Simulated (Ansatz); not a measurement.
# Iridium, bcc under m-r²SCAN: from relaxation to bulk modulus, part 2 of 2

Aim: take iridium in the bcc structure, relax it, solve it on a dense k-mesh, then scale the cell to 7 volumes from 88 to 112 % of the relaxed one and try a fit of the equation of state. The start is ferromagnetic. The k-meshes are 14×14×14 for the relaxation; 23×23×23 for the dense run; 23×23×23 for the volumes.

Ansatz 0.2.0; DFT, m-r2SCAN, plane waves (500 eV) with PAW, scalar-relativistic. Earlier steps stand in the parts before.

### Step 5. At 92 % of the relaxed volume

This is Ir in the bcc structure; at room conditions it is fcc.

File input.yaml:

```yaml
crystal:
  lattice:
    - [-1.5021656236, 1.5021656236, 1.5021656236]
    - [1.5021656236, -1.5021656236, 1.5021656236]
    - [1.5021656236, 1.5021656236, -1.5021656236]
  atoms:
    - { symbol: Ir, position: [0.0, 0.0, 0.0], spin: 0.479 }
hamiltonian:
  xc: mr2scan
  pseudopotentials:
    kind: paw
    azcp:
      Ir: "pseudopotentials/Ir.paw.azcp"
basis:
  ecutwfc: 500
  fft_grid_basis: typed
kpoints:
  mp_grid: { grid: [23, 23, 23], shift: [0, 0, 0] }
magnetization:
  spin_polarized: true
scf:
  occupations: { method: fermi_dirac, width: 0.05 }
output:
  stress: true
```

What it wrote, shortened:

```text
Warning: RAYON_NUM_THREADS=2 ignored (pool sized by the plan → 2); use --threads N
[...]
Pseudopotentials: kind: paw
Pseudopotential: Ir, paw, valence charge 17, recommended cutoff 500 eV (meta_gga), <dir>
Functional definition: m-r2SCAN
[...]
Crystal: 1 atoms, lattice volume = 13.559 Å³
Basis set: ecut = 500 eV, 369 PW (Γ), exchange–correlation on 80×80×80 points (64 copies of the dense FFT grid, shifted against one another)
Bands: 13, of which v1, the nominal top of the filled ones, is band 9 counted from 1 (8 counted from 0)
Symmetry: 48 space group operations
Space group: Im-3m (ITA 229), of the structure as read, at distance tolerance 2.4e-5 Å
Magnetic group: BNS 229.140 (UNI 1642), of the structure as read, at distance tolerance 2.4e-5 Å
k-points: 364 of 12167
[...]
Starting moments: Σ|m| = 0.479 μB on 1 of 1 site
[...]
at 1 of the mixer's solves, the last at iteration 9, it left a direction of its history that read negative out of its fit and stepped the other way along it
this state was not tested for a lower state beside it, because the mixer in use, unlike msr1, does not test its closes by its own steps (another_mixer; see scf.mixing.algorithm and scf.lower_state_search)
SCF converged after 24 iterations
Magnetization: -0.3956 μB (8.3022 up, 8.6978 down)
Absolute magnetization: 0.3974 μB (∫|ρ↑−ρ↓|, with the PAW one-centre terms)
Spin contamination: 0.0011 ħ² per cell (⟨S²⟩ above its minimum at these occupations)
Per-site moments (μB) at R_I (Å): [(-0.37141845042645627, 1.073253712351667)]
Free energy (F): -11947.934516 eV
[...]
E sigma→0 (E₀):  -11947.928346 eV
Entropy (-TS):   -0.012339 eV (-12.339 meV/atom)
Fermi energy:    26.735578 eV
[...]
--- Stress (GPa, compression-positive) ---
       34.135100      -0.000000      -0.000000
       -0.000000      34.135100      -0.000000
        0.000000      -0.000000      34.135100
  P = ⅓ Tr σ = 34.1351 GPa (341.351 kbar)
```

Wall time 21 s (2 threads of an Arm CPU, shared host); peak memory 0.43 GiB.

### Step 6. At 96 % of the relaxed volume

Changes to input.yaml since step 5:

```diff
@@ -2,5 +2,5 @@
   lattice:
-    - [-1.5021656236, 1.5021656236, 1.5021656236]
-    - [1.5021656236, -1.5021656236, 1.5021656236]
-    - [1.5021656236, 1.5021656236, -1.5021656236]
+    - [-1.5236280322, 1.5236280322, 1.5236280322]
+    - [1.5236280322, -1.5236280322, 1.5236280322]
+    - [1.5236280322, 1.5236280322, -1.5236280322]
   atoms:
```

What it wrote, shortened:

```text
Warning: RAYON_NUM_THREADS=2 ignored (pool sized by the plan → 2); use --threads N
[...]
Pseudopotentials: kind: paw
Pseudopotential: Ir, paw, valence charge 17, recommended cutoff 500 eV (meta_gga), <dir>
Functional definition: m-r2SCAN
[...]
Crystal: 1 atoms, lattice volume = 14.148 Å³
Basis set: ecut = 500 eV, 369 PW (Γ), exchange–correlation on 80×80×80 points (64 copies of the dense FFT grid, shifted against one another)
Bands: 13, of which v1, the nominal top of the filled ones, is band 9 counted from 1 (8 counted from 0)
Symmetry: 48 space group operations
Space group: Im-3m (ITA 229), of the structure as read, at distance tolerance 2.4e-5 Å
Magnetic group: BNS 229.140 (UNI 1642), of the structure as read, at distance tolerance 2.4e-5 Å
k-points: 364 of 12167
[...]
Starting moments: Σ|m| = 0.479 μB on 1 of 1 site
[...]
this state was not tested for a lower state beside it, because the mixer in use, unlike msr1, does not test its closes by its own steps (another_mixer; see scf.mixing.algorithm and scf.lower_state_search)
SCF converged after 21 iterations
Magnetization: 0.4519 μB (8.7260 up, 8.2740 down)
Absolute magnetization: 0.4541 μB (∫|ρ↑−ρ↓|, with the PAW one-centre terms)
Spin contamination: 0.0012 ħ² per cell (⟨S²⟩ above its minimum at these occupations)
Per-site moments (μB) at R_I (Å): [(0.42592902919119824, 1.088587979987718)]
Free energy (F): -11948.023839 eV
[...]
E sigma→0 (E₀):  -11948.017593 eV
Entropy (-TS):   -0.012490 eV (-12.490 meV/atom)
Fermi energy:    25.353076 eV
[...]
--- Stress (GPa, compression-positive) ---
       15.174416       0.000000      -0.000000
       -0.000000      15.174416       0.000000
        0.000000       0.000000      15.174416
  P = ⅓ Tr σ = 15.1744 GPa (151.744 kbar)
```

Wall time 19 s (2 threads of an Arm CPU, shared host); peak memory 0.44 GiB.

### Step 7. At 100 % of the relaxed volume

Changes to input.yaml since step 6:

```diff
@@ -2,5 +2,5 @@
   lattice:
-    - [-1.5236280322, 1.5236280322, 1.5236280322]
-    - [1.5236280322, -1.5236280322, 1.5236280322]
-    - [1.5236280322, 1.5236280322, -1.5236280322]
+    - [-1.544502243, 1.544502243, 1.544502243]
+    - [1.544502243, -1.544502243, 1.544502243]
+    - [1.544502243, 1.544502243, -1.544502243]
   atoms:
```

What it wrote, shortened:

```text
Warning: RAYON_NUM_THREADS=2 ignored (pool sized by the plan → 2); use --threads N
[...]
Pseudopotentials: kind: paw
Pseudopotential: Ir, paw, valence charge 17, recommended cutoff 500 eV (meta_gga), <dir>
Functional definition: m-r2SCAN
[...]
Crystal: 1 atoms, lattice volume = 14.738 Å³
Basis set: ecut = 500 eV, 369 PW (Γ), exchange–correlation on 80×80×80 points (64 copies of the dense FFT grid, shifted against one another)
Bands: 13, of which v1, the nominal top of the filled ones, is band 9 counted from 1 (8 counted from 0)
Symmetry: 48 space group operations
Space group: Im-3m (ITA 229), of the structure as read, at distance tolerance 2.5e-5 Å
Magnetic group: BNS 229.140 (UNI 1642), of the structure as read, at distance tolerance 2.5e-5 Å
k-points: 364 of 12167
[...]
Starting moments: Σ|m| = 0.479 μB on 1 of 1 site
[...]
this state was not tested for a lower state beside it, because the mixer in use, unlike msr1, does not test its closes by its own steps (another_mixer; see scf.mixing.algorithm and scf.lower_state_search)
SCF converged after 17 iterations
Magnetization: 0.5069 μB (8.7535 up, 8.2465 down)
Absolute magnetization: 0.5094 μB (∫|ρ↑−ρ↓|, with the PAW one-centre terms)
Spin contamination: 0.0014 ħ² per cell (⟨S²⟩ above its minimum at these occupations)
Per-site moments (μB) at R_I (Å): [(0.47941467291190315, 1.103501997378038)]
Free energy (F): -11948.051144 eV
[...]
E sigma→0 (E₀):  -11948.044799 eV
Entropy (-TS):   -0.012691 eV (-12.691 meV/atom)
Fermi energy:    24.080884 eV
[...]
--- Stress (GPa, compression-positive) ---
        0.265401      -0.000000      -0.000000
        0.000000       0.265401       0.000000
        0.000000       0.000000       0.265401
  P = ⅓ Tr σ = 0.2654 GPa (2.654 kbar)
```

Wall time 18 s (2 threads of an Arm CPU, shared host); peak memory 0.44 GiB.

### Step 8. At 104 % of the relaxed volume

Changes to input.yaml since step 7:

```diff
@@ -2,5 +2,5 @@
   lattice:
-    - [-1.544502243, 1.544502243, 1.544502243]
-    - [1.544502243, -1.544502243, 1.544502243]
-    - [1.544502243, 1.544502243, -1.544502243]
+    - [-1.5648269717, 1.5648269717, 1.5648269717]
+    - [1.5648269717, -1.5648269717, 1.5648269717]
+    - [1.5648269717, 1.5648269717, -1.5648269717]
   atoms:
```

What it wrote, shortened:

```text
Warning: RAYON_NUM_THREADS=2 ignored (pool sized by the plan → 2); use --threads N
[...]
Pseudopotentials: kind: paw
Pseudopotential: Ir, paw, valence charge 17, recommended cutoff 500 eV (meta_gga), <dir>
Functional definition: m-r2SCAN
[...]
Crystal: 1 atoms, lattice volume = 15.327 Å³
Basis set: ecut = 500 eV, 381 PW (Γ), exchange–correlation on 80×80×80 points (64 copies of the dense FFT grid, shifted against one another)
Bands: 13, of which v1, the nominal top of the filled ones, is band 9 counted from 1 (8 counted from 0)
Symmetry: 48 space group operations
Space group: Im-3m (ITA 229), of the structure as read, at distance tolerance 2.5e-5 Å
Magnetic group: BNS 229.140 (UNI 1642), of the structure as read, at distance tolerance 2.5e-5 Å
k-points: 364 of 12167
[...]
Starting moments: Σ|m| = 0.479 μB on 1 of 1 site
[...]
this state was not tested for a lower state beside it, because the mixer in use, unlike msr1, does not test its closes by its own steps (another_mixer; see scf.mixing.algorithm and scf.lower_state_search)
SCF converged after 16 iterations
Magnetization: 0.5615 μB (8.7807 up, 8.2193 down)
Absolute magnetization: 0.5644 μB (∫|ρ↑−ρ↓|, with the PAW one-centre terms)
Spin contamination: 0.0016 ħ² per cell (⟨S²⟩ above its minimum at these occupations)
Per-site moments (μB) at R_I (Å): [(0.5327484145954465, 1.1180234257659)]
Free energy (F): -11948.029731 eV
[...]
E sigma→0 (E₀):  -11948.023242 eV
Entropy (-TS):   -0.012978 eV (-12.978 meV/atom)
Fermi energy:    22.906449 eV
[...]
--- Stress (GPa, compression-positive) ---
      -11.426481       0.000000      -0.000000
       -0.000000     -11.426481      -0.000000
        0.000000       0.000000     -11.426481
  P = ⅓ Tr σ = -11.4265 GPa (-114.265 kbar)
```

Wall time 19 s (2 threads of an Arm CPU, shared host); peak memory 0.45 GiB.

### Step 9. At 108 % of the relaxed volume

Changes to input.yaml since step 8:

```diff
@@ -2,5 +2,5 @@
   lattice:
-    - [-1.5648269717, 1.5648269717, 1.5648269717]
-    - [1.5648269717, -1.5648269717, 1.5648269717]
-    - [1.5648269717, 1.5648269717, -1.5648269717]
+    - [-1.5846370111, 1.5846370111, 1.5846370111]
+    - [1.5846370111, -1.5846370111, 1.5846370111]
+    - [1.5846370111, 1.5846370111, -1.5846370111]
   atoms:
```

What it wrote, shortened:

```text
Warning: RAYON_NUM_THREADS=2 ignored (pool sized by the plan → 2); use --threads N
[...]
Pseudopotentials: kind: paw
Pseudopotential: Ir, paw, valence charge 17, recommended cutoff 500 eV (meta_gga), <dir>
Functional definition: m-r2SCAN
[...]
Crystal: 1 atoms, lattice volume = 15.917 Å³
Basis set: ecut = 500 eV, 381 PW (Γ), exchange–correlation on 96×96×96 points (64 copies of the dense FFT grid, shifted against one another)
Bands: 13, of which v1, the nominal top of the filled ones, is band 9 counted from 1 (8 counted from 0)
Symmetry: 48 space group operations
Space group: Im-3m (ITA 229), of the structure as read, at distance tolerance 2.5e-5 Å
Magnetic group: BNS 229.140 (UNI 1642), of the structure as read, at distance tolerance 2.5e-5 Å
k-points: 364 of 12167
[...]
Starting moments: Σ|m| = 0.479 μB on 1 of 1 site
[...]
this state was not tested for a lower state beside it, because the mixer in use, unlike msr1, does not test its closes by its own steps (another_mixer; see scf.mixing.algorithm and scf.lower_state_search)
SCF converged after 15 iterations
Magnetization: 0.6203 μB (8.8102 up, 8.1898 down)
Absolute magnetization: 0.6238 μB (∫|ρ↑−ρ↓|, with the PAW one-centre terms)
Spin contamination: 0.0018 ħ² per cell (⟨S²⟩ above its minimum at these occupations)
Per-site moments (μB) at R_I (Å): [(0.5906150878937476, 1.132177123596456)]
Free energy (F): -11947.970227 eV
[...]
E sigma→0 (E₀):  -11947.963594 eV
Entropy (-TS):   -0.013267 eV (-13.267 meV/atom)
Fermi energy:    21.819002 eV
[...]
--- Stress (GPa, compression-positive) ---
      -20.532639       0.000000       0.000000
        0.000000     -20.532639       0.000000
        0.000000      -0.000000     -20.532639
  P = ⅓ Tr σ = -20.5326 GPa (-205.326 kbar)
```

It took 18 s on 2 threads of an Arm CPU, shared host; peak memory 0.48 GiB.

### Step 10. At 112 % of the relaxed volume

Changes to input.yaml since step 9:

```diff
@@ -2,5 +2,5 @@
   lattice:
-    - [-1.5846370111, 1.5846370111, 1.5846370111]
-    - [1.5846370111, -1.5846370111, 1.5846370111]
-    - [1.5846370111, 1.5846370111, -1.5846370111]
+    - [-1.6039637574, 1.6039637574, 1.6039637574]
+    - [1.6039637574, -1.6039637574, 1.6039637574]
+    - [1.6039637574, 1.6039637574, -1.6039637574]
   atoms:
```

What it wrote, shortened:

```text
Warning: RAYON_NUM_THREADS=2 ignored (pool sized by the plan → 2); use --threads N
[...]
Pseudopotentials: kind: paw
Pseudopotential: Ir, paw, valence charge 17, recommended cutoff 500 eV (meta_gga), <dir>
Functional definition: m-r2SCAN
[...]
Crystal: 1 atoms, lattice volume = 16.506 Å³
Basis set: ecut = 500 eV, 429 PW (Γ), exchange–correlation on 96×96×96 points (64 copies of the dense FFT grid, shifted against one another)
Bands: 13, of which v1, the nominal top of the filled ones, is band 9 counted from 1 (8 counted from 0)
Symmetry: 48 space group operations
Space group: Im-3m (ITA 229), of the structure as read, at distance tolerance 2.5e-5 Å
Magnetic group: BNS 229.140 (UNI 1642), of the structure as read, at distance tolerance 2.5e-5 Å
k-points: 364 of 12167
[...]
Starting moments: Σ|m| = 0.479 μB on 1 of 1 site
[...]
this state was not tested for a lower state beside it, because the mixer in use, unlike msr1, does not test its closes by its own steps (another_mixer; see scf.mixing.algorithm and scf.lower_state_search)
SCF converged after 15 iterations
Magnetization: 0.6820 μB (8.8410 up, 8.1590 down)
Absolute magnetization: 0.6862 μB (∫|ρ↑−ρ↓|, with the PAW one-centre terms)
Spin contamination: 0.0021 ħ² per cell (⟨S²⟩ above its minimum at these occupations)
Per-site moments (μB) at R_I (Å): [(0.6515332786765461, 1.1459855225428008)]
Free energy (F): -11947.881171 eV
[...]
E sigma→0 (E₀):  -11947.874533 eV
Entropy (-TS):   -0.013277 eV (-13.277 meV/atom)
Fermi energy:    20.810013 eV
[...]
--- Stress (GPa, compression-positive) ---
      -27.573250       0.000000       0.000000
        0.000000     -27.573250      -0.000000
        0.000000       0.000000     -27.573250
  P = ⅓ Tr σ = -27.5733 GPa (-275.733 kbar)
```

It took 19 s on 2 threads of an Arm CPU, shared host; peak memory 0.48 GiB.

### Step 11. Energy and pressure against volume

The cell was scaled evenly, with its shape and the fractional positions fixed.

```
V (Å³/atom)  E − E₀ (meV/atom)  P from the stress (GPa)  P from the fit (GPa)  largest moment (μB)
     12.969              284.5                    58.24                 58.38                 0.32
     13.559              116.3                    34.14                 34.09                 0.37
     14.148               27.1                    15.17                 15.11                 0.43
     14.738               -0.1                     0.27                  0.24                 0.48
     15.327               21.5                   -11.43                -11.42                 0.53
     15.917               81.1                   -20.53                -20.55                 0.59
     16.506              170.2                   -27.57                -27.68                 0.65
```

A third-order Birch-Murnaghan fit gives V₀ = 14.748 Å³/atom, B₀ = 327 GPa and B₀′ = 5.1; it misses no point by more than 0.14 meV/atom.

### Step 12. What came out

What follows sums up all 2 parts.

| quantity | value |
| --- | --- |
| space group (spins left aside) | Im-3m (No. 229) |
| conventional cell | a = 3.089 Å |
| volume | 14.738 Å³/atom |
| shortest distance | 2.675 Å |
| gap on the mesh | none (levels filled in part) |
| magnetic state | ferromagnetic, up to 0.48 μB per atom |
| relative to fcc | +682 meV/atom |
| V₀, B₀, B₀′ | 14.748 Å³/atom, 327 GPa, 5.1 |

In words: The relaxation enlarged the cell by 4.2 % in volume. It lies 682 meV/atom above the element's reference form at the same level (fcc, from a run of its own), so it is far from stable. It ends ferromagnetic, with up to 0.48 μB per atom. Levels at the Fermi energy are filled in part, as in a metal. The fitted modulus is 327 GPa, among the stiffest elements. Relaxation kept the symmetry; phonons were not checked.
